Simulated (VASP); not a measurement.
Input of a VASP 6.6.1 run:

File INCAR:

```
SYSTEM = RbCl
  ALGO = Fast
  EDIFF = 1E-7
  EDIFFG = -0.01
  ENCUT = 600
  GGA = PS
  IBRION = 2
  ISIF = 2
  ISMEAR = 0
  LASPH = .True.
  LCHARG = .False.
  LREAL = .False.
  LWAVE = .False.
  NELM = 80
  NSW = 40
  PREC = Accurate
  SIGMA = 0.03
```

The input KPOINTS:

```
k-points
0
Gamma
  8 8 8
  0 0 0
```

File POSCAR:

```
RbCl                                    
1.0
    0.0000000000      3.3382123806      3.3382123806
    3.3382123806      0.0000000000      3.3382123806
    3.3382123806      3.3382123806      0.0000000000
  Rb              Cl            
     1     1
Direct
     0.0000000000000000    0.0000000000000000    0.0000000000000000
     0.5000000000000000    0.5000000000000000    0.5000000000000000
```

Potentials or basis: VASP PAW PBE potentials, release 64 (Rb_sv, Cl).

Run with:

```bash
$ cat potpaw_PBE.64/Rb_sv/POTCAR potpaw_PBE.64/Cl/POTCAR > POTCAR
$ mpirun -np 1 vasp_std > vasp.out
```

(1) Predict the band gap on the k mesh.

Answers

(1) 4.72 eV, direct.

Caveat: the relaxation stopped at its first step, so nothing moved.
